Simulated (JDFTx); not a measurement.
# HfN (Fm-3m) in JDFTx: notebook

The runs below take HfN through equation of state, with LDA.

Everything below comes from runs of JDFTx 1.7.0 (patched build). Logs are shortened: lines on timing, memory, paths and dates and some standing lists are left out, and cuts for length are marked. The log counts tension as positive stress, the text compression.

## Step 1: The structure

It takes space group Fm-3m (No. 225, cubic). The conventional cell has a = 4.512 Å, b = 4.512 Å, c = 4.512 Å, α = 90.00°, β = 90.00°, γ = 90.00°. Hf (site symmetry m-3m) is surrounded by 6 N at 2.26 Å. N (site symmetry m-3m) is surrounded by 6 Hf at 2.26 Å.

## Step 2: Equation of state, LDA, 10.79 Å³/atom (volume scaled by 0.94)

File HfN.in:

```
lattice Face-Centered Cubic 8.3523863680
coords-type Lattice
ion Hf     0.0000000000     0.0000000000     0.0000000000 1
ion N      0.5000000000     0.5000000000     0.5000000000 1

ion-species pseudo/Hf.upf
ion-species pseudo/N.upf
elec-cutoff 42 336
elec-ex-corr lda-PW
kpoint-folding 10 10 10
elec-smearing Fermi 0.0018374661
elec-n-bands 14
electronic-SCF nIterations 100 energyDiffThreshold 1e-09
electronic-minimize nIterations 30 energyDiffThreshold 1e-7
forces-output-coords Cartesian

dump-name run.$VAR
dump End Ecomponents EigStats BandEigs Kpoints Forces Stress
```

Potentials or basis: PseudoDojo-SR-LDA-0.4.1-standard with smoothed tails.

On the command line:

```bash
jdftx -c 1 -i HfN.in -o HfN.out
```

The log of the run:

```text
*************** JDFTx 1.7.0 (patched build) ***************

Input parsed successfully to the following command list (including defaults):
[... the input with its defaults ...]

---------- Setting up symmetries ----------

Found 48 point-group symmetries of the bravais lattice
Found 48 space-group symmetries with basis
Applied RMS atom displacement 0 bohrs to make symmetries exact.

---------- Initializing the Grid ----------
R =
[            0      4.17619      4.17619  ]
[      4.17619            0      4.17619  ]
[      4.17619      4.17619            0  ]
unit cell volume = 145.671
G =
[  -0.752262   0.752262   0.752262  ]
[   0.752262  -0.752262   0.752262  ]
[   0.752262   0.752262  -0.752262  ]
Minimum fftbox size, Smin = [  52  52  52  ]
Chosen fftbox size, S = [  54  54  54  ]

---------- Initializing tighter grid for wavefunction operations ----------
R =
[            0      4.17619      4.17619  ]
[      4.17619            0      4.17619  ]
[      4.17619      4.17619            0  ]
unit cell volume = 145.671
G =
[  -0.752262   0.752262   0.752262  ]
[   0.752262  -0.752262   0.752262  ]
[   0.752262   0.752262  -0.752262  ]
Minimum fftbox size, Smin = [  36  36  36  ]
Chosen fftbox size, S = [  36  36  36  ]

---------- Exchange Correlation functional ----------
Initalized Slater LDA exchange.
Initalized Perdew-Wang LDA correlation.

---------- Setting up pseudopotentials ----------
Width of ionic core gaussian charges (only for fluid interactions / plotting) set to 0

Reading pseudopotential file 'pseudo/Hf.upf':
  'Hf' pseudopotential, 'SLA  PW   NOGX NOGC' functional
  Generated using ONCVPSP code by D. R. Hamann
  12 valence electrons, 4 orbitals, 8 projectors, 1001 radial grid points, with lMax = 3
    5S    l: 0   occupation:  2.0   eigenvalue: -2.468627
    5P    l: 1   occupation:  6.0   eigenvalue: -1.312511
    5D    l: 2   occupation:  2.0   eigenvalue: -0.105476
    6S    l: 0   occupation:  2.0   eigenvalue: -0.193355
  Core radius for overlap checks: 2.38 bohrs.

Reading pseudopotential file 'pseudo/N.upf':
  'N' pseudopotential, 'SLA  PW   NOGX NOGC' functional
  Generated using ONCVPSP code by D. R. Hamann
  5 valence electrons, 2 orbitals, 4 projectors, 1001 radial grid points, with lMax = 1
    2S    l: 0   occupation:  2.0   eigenvalue: -0.676963
    2P    l: 1   occupation:  3.0   eigenvalue: -0.266038
  Core radius for overlap checks: 1.31 bohrs.

Initialized 2 species with 2 total atoms.

Folded 1 k-points by 10x10x10 to 1000 k-points.

---------- Setting up k-points, bands, fillings ----------
Reduced to 47 k-points under symmetry.
Computing the number of bands and number of electrons
Calculating initial fillings.
nElectrons:  17.000000   nBands: 14   nStates: 47

----- Setting up reduced wavefunction bases (one per k-point) -----
average nbasis = 1894.269 , ideal nbasis = 1893.824

---------- Setting up ewald sum ----------
Optimum gaussian width for ewald sums = 1.896755 bohr.
Real space sum over 1331 unit cells with max indices [  5  5  5  ]
Reciprocal space sum over 2197 terms with max indices [  6  6  6  ]

---------- Allocating electronic variables ----------
Initializing wave functions:  linear combination of atomic orbitals
Hf pseudo-atom occupations:   s ( 2 2 )  p ( 6 )  d ( 2 )
N pseudo-atom occupations:   s ( 2 )  p ( 3 )
	FillingsUpdate:  mu: +0.777490030  nElectrons: 17.000000
LCAOMinimize: Iter:   0  F: -60.2036741968292120  |grad|_K:  8.978e-03  alpha:  1.000e+00
	FillingsUpdate:  mu: +0.753517679  nElectrons: 17.000000
LCAOMinimize: Iter:   1  F: -60.3508431998181152  |grad|_K:  3.107e-03  alpha:  2.356e-01  linmin: -3.665e-01  cgtest:  8.836e-01
LCAOMinimize: Encountered beta<0, resetting CG.
[... 9 lines of inner loops ...]
LCAOMinimize: Iter:   5  F: -60.3668557083434223  |grad|_K:  8.711e-08  alpha:  9.700e-01  linmin:  1.897e-04  cgtest:  9.600e-02
	FillingsUpdate:  mu: +0.748123148  nElectrons: 17.000000
LCAOMinimize: Iter:   6  F: -60.3668557083587487  |grad|_K:  2.102e-08  alpha:  3.374e-01  linmin:  5.250e-02  cgtest: -8.042e-02
LCAOMinimize: Converged (|Delta F|<1.000000e-06 for 2 iters).

-------- Electronic minimization -----------
Will mix electronic density at each iteration.
	FillingsUpdate:  mu: +0.748123148  nElectrons: 17.000000
	FillingsUpdate:  mu: +0.728988487  nElectrons: 17.000000
SCF: Cycle:  0   F: -60.412166456244734   dF: -4.531e-02   |Residual|: 7.726e-02   |deigs|: 1.866e-02
	FillingsUpdate:  mu: +0.724845197  nElectrons: 17.000000
SCF: Cycle:  1   F: -60.415492670357985   dF: -3.326e-03   |Residual|: 2.410e-02   |deigs|: 8.412e-03
	FillingsUpdate:  mu: +0.723656902  nElectrons: 17.000000
SCF: Cycle:  2   F: -60.415862365872826   dF: -3.697e-04   |Residual|: 1.285e-02   |deigs|: 4.313e-03
	FillingsUpdate:  mu: +0.722522997  nElectrons: 17.000000
SCF: Cycle:  3   F: -60.415904841904556   dF: -4.248e-05   |Residual|: 2.094e-03   |deigs|: 2.453e-03
	FillingsUpdate:  mu: +0.722713867  nElectrons: 17.000000
SCF: Cycle:  4   F: -60.415905881876704   dF: -1.040e-06   |Residual|: 9.791e-04   |deigs|: 5.039e-04
	FillingsUpdate:  mu: +0.722627538  nElectrons: 17.000000
SCF: Cycle:  5   F: -60.415906310519567   dF: -4.286e-07   |Residual|: 1.481e-04   |deigs|: 1.780e-04
	FillingsUpdate:  mu: +0.722629860  nElectrons: 17.000000
SCF: Cycle:  6   F: -60.415906326573463   dF: -1.605e-08   |Residual|: 9.981e-05   |deigs|: 2.804e-05
	FillingsUpdate:  mu: +0.722639285  nElectrons: 17.000000
SCF: Cycle:  7   F: -60.415906331581802   dF: -5.008e-09   |Residual|: 1.966e-05   |deigs|: 2.844e-05
	FillingsUpdate:  mu: +0.722638469  nElectrons: 17.000000
SCF: Cycle:  8   F: -60.415906332069568   dF: -4.878e-10   |Residual|: 5.787e-06   |deigs|: 2.139e-05
	FillingsUpdate:  mu: +0.722638817  nElectrons: 17.000000
SCF: Cycle:  9   F: -60.415906332165598   dF: -9.603e-11   |Residual|: 9.248e-06   |deigs|: 1.865e-05
SCF: Converged (|Delta E|<1.000000e-09 for 2 iters).

Setting wave functions to eigenvectors of Hamiltonian

# Stress tensor in Cartesian coordinates [Eh/a0^3]:
[ -0.000199951            0            0  ]
[            0 -0.000199951            0  ]
[            0            0 -0.000199951  ]

# Ionic positions in lattice coordinates:
ion Hf   0.000000000000000   0.000000000000000   0.000000000000000 1
ion N   0.500000000000000   0.500000000000000   0.500000000000000 1

# Forces in Cartesian coordinates:
force Hf   0.000000000000000   0.000000000000000  -0.000000000000000 1
force N   0.000000000000000  -0.000000000000000   0.000000000000000 1

# Energy components:
   Eewald =      -54.2126283918405107
       EH =        6.4350003817274866
     Eloc =      -25.2258235563779181
      Enl =        1.4664020689526638
      Exc =      -17.3415997855123152
 Exc_core =        6.5469209321280672
       KE =       21.9160458281006498
-------------------------------------
     Etot =      -60.4156825228218821
       TS =        0.0002238093437122
-------------------------------------
        F =      -60.4159063321655978

IonicMinimize: Iter:   0  F: -60.415906332165598  |grad|_K:       -nan
IonicMinimize: None of the convergence criteria satisfied after 0 iterations.

#--- Lowdin population analysis ---
# oxidation-state Hf +0.665
# oxidation-state N -0.618

Dumping 'run.eigStats' ...
	eMin: -1.572536 at state 0 ( [ +0.000000 +0.000000 +0.000000 ] spin 0 )
	HOMO: +0.721493 at state 25 ( [ +0.000000 +0.300000 -0.400000 ] spin 0 )
	mu  : +0.722639
	LUMO: +0.723083 at state 14 ( [ +0.000000 +0.100000 -0.100000 ] spin 0 )
	eMax: +1.137254 at state 45 ( [ +0.200000 +0.400000 -0.300000 ] spin 0 )
	HOMO-LUMO gap: +0.001589
	Optical gap  : +0.054663 at state 6 ( [ +0.000000 +0.100000 +0.100000 ] spin 0 )
Done!
```

Wall time 46 s (1 thread of AMD EPYC 7R43 (Zen 3), shared host); peak memory 0.12 GiB.

What came out:

```
Free energy            : -1644.0006 eV
Pressure               : 5.9 GPa
Band gap on the k mesh : none (metal or under the smearing width)
Loewdin charges        : Hf +0.67; N -0.62 e
```

## Step 3: Equation of state, LDA, 11.02 Å³/atom (volume scaled by 0.96)

Edit HfN.in of step 2 so:

```diff
@@ -1,2 +1,2 @@
-lattice Face-Centered Cubic 8.3523863680
+lattice Face-Centered Cubic 8.4112079283
 coords-type Lattice
```

Potentials or basis: PseudoDojo-SR-LDA-0.4.1-standard with smoothed tails.

On the command line:

```bash
jdftx -c 1 -i HfN.in -o HfN.out
```

Run time: 49 s. Hardware: 1 thread of AMD EPYC 7R43 (Zen 3), shared host; peak memory 0.12 GiB.

The run converged. Its results:

```yaml
Free_energy: -1644.0076 eV
Pressure: -0.9 GPa
Band_gap_on_the_k_mesh: none (metal or under the smearing width)
Loewdin_charges: Hf +0.68; N -0.63 e
```

## Step 4: Equation of state, LDA, 11.25 Å³/atom (volume scaled by 0.98)

Edit HfN.in of step 3 so:

```diff
@@ -1,2 +1,2 @@
-lattice Face-Centered Cubic 8.4112079283
+lattice Face-Centered Cubic 8.4692180919
 coords-type Lattice
```

On the command line:

```bash
jdftx -c 1 -i HfN.in -o HfN.out
```

It took 48 s on 1 thread of AMD EPYC 7R43 (Zen 3), shared host; peak memory 0.11 GiB.

Results (log left out):

- Free energy: -1643.9963 eV
- Pressure: -6.9 GPa
- Band gap on the k mesh: none (metal or under the smearing width)
- Loewdin charges: Hf +0.69; N -0.64 e

## Step 5: Equation of state, LDA, 11.48 Å³/atom

Edit HfN.in of step 4 so:

```diff
@@ -1,2 +1,2 @@
-lattice Face-Centered Cubic 8.4692180919
+lattice Face-Centered Cubic 8.5264442743
 coords-type Lattice
```

On the command line:

```bash
jdftx -c 1 -i HfN.in -o HfN.out
```

It took 51 s on 1 thread of AMD EPYC 7R43 (Zen 3), shared host; peak memory 0.12 GiB.

It converged, with:

| Item | Value |
| --- | --- |
| Free energy | -1643.9686 eV |
| Pressure | -12.3 GPa |
| Band gap on the k mesh | none (metal or under the smearing width) |
| Loewdin charges | Hf +0.70; N -0.65 e |

## Step 6: Equation of state, LDA, 11.71 Å³/atom (volume scaled by 1.02)

Edit HfN.in of step 5 so:

```diff
@@ -1,2 +1,2 @@
-lattice Face-Centered Cubic 8.5264442743
+lattice Face-Centered Cubic 8.5829124384
 coords-type Lattice
```

Potentials or basis: PseudoDojo-SR-LDA-0.4.1-standard with smoothed tails.

On the command line:

```bash
jdftx -c 1 -i HfN.in -o HfN.out
```

It took 48 s on 1 thread of AMD EPYC 7R43 (Zen 3), shared host; peak memory 0.12 GiB.

Results (log left out):

```yaml
Free_energy: -1643.9262 eV
Pressure: -17.2 GPa
Band_gap_on_the_k_mesh: none (metal or under the smearing width)
Loewdin_charges: Hf +0.71; N -0.66 e
```

## Step 7: Equation of state, LDA, 11.94 Å³/atom (volume scaled by 1.04)

Edit HfN.in of step 6 so:

```diff
@@ -1,2 +1,2 @@
-lattice Face-Centered Cubic 8.5829124384
+lattice Face-Centered Cubic 8.6386471976
 coords-type Lattice
```

On the command line:

```bash
jdftx -c 1 -i HfN.in -o HfN.out
```

It took 45 s on 1 thread of AMD EPYC 7R43 (Zen 3), shared host; peak memory 0.13 GiB.

The run converged. Its results:

- Free energy: -1643.8706 eV
- Pressure: -21.5 GPa
- Band gap on the k mesh: none (metal or under the smearing width)
- Loewdin charges: Hf +0.72; N -0.67 e

## Step 8: Equation of state, LDA, 12.17 Å³/atom (volume scaled by 1.06)

Edit HfN.in of step 7 so:

```diff
@@ -1,2 +1,2 @@
-lattice Face-Centered Cubic 8.6386471976
+lattice Face-Centered Cubic 8.6936719118
 coords-type Lattice
```

On the command line:

```bash
jdftx -c 1 -i HfN.in -o HfN.out
```

It took 47 s on 1 thread of AMD EPYC 7R43 (Zen 3), shared host; peak memory 0.12 GiB.

The run converged. Its results:

```
Free energy            : -1643.8033 eV
Pressure               : -25.4 GPa
Band gap on the k mesh : none (metal or under the smearing width)
Loewdin charges        : Hf +0.73; N -0.68 e
```

## Step 9: Equation of state, LDA

Potentials or basis: PseudoDojo-SR-LDA-0.4.1-standard with smoothed tails.

This step only gathers the single runs of the series.

Results:

```
Equilibrium volume                      : 10.99 Å³/atom
Bulk modulus                            : 311 GPa
Pressure derivative of the bulk modulus : 4.3
```

Energy against volume, from the lowest point:
| volume (Å³/atom) | energy (meV/atom) |
| --- | --- |
| 10.793 | 3.52 |
| 11.023 | 0.00 |
| 11.252 | 5.65 |
| 11.482 | 19.51 |
| 11.712 | 40.71 |
| 11.941 | 68.49 |
| 12.171 | 102.14 |

The run has no spin-orbit coupling, so splittings on Hf are missing. Zero-point motion and thermal expansion aren't in these numbers.
